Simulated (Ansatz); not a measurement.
Crystal: CsH.

```
Cs H
1.0
     0.00000    3.18800    3.18800
     3.18800    0.00000    3.18800
     3.18800    3.18800    0.00000
Cs H
1 1
Direct
  0.00000 0.00000 0.00000
  0.50000 0.50000 0.50000
```

Base run:

| Property | Result |
| --- | --- |
| Program | Ansatz 0.2.0 |
| Functional | HSE06 |
| Potentials or basis | Ansatz PAW |
| Cutoff | 420 eV (not typed: the program's choice for these potentials) |
| k mesh | 6 × 6 × 6 |
| Occupations | fermi-dirac, width 0.05 eV |
| Spin | no spin polarisation |

Its results: band gap on the k mesh 3.26 eV, direct; pressure 0.1 GPa.

The run is repeated on the same cell with these changes: functional from HSE06 to PBE0. What comes out?

Band gap on the k mesh 3.97 eV, direct; pressure 0.1 GPa.

Caveats: spin-orbit coupling is left out, which moves the levels of the heavy elements; the PAW data sets come from PBE, with cores solved anew for the run's functional, which leaves a small shift of forces and pressure; the thresholds are loose for stress.
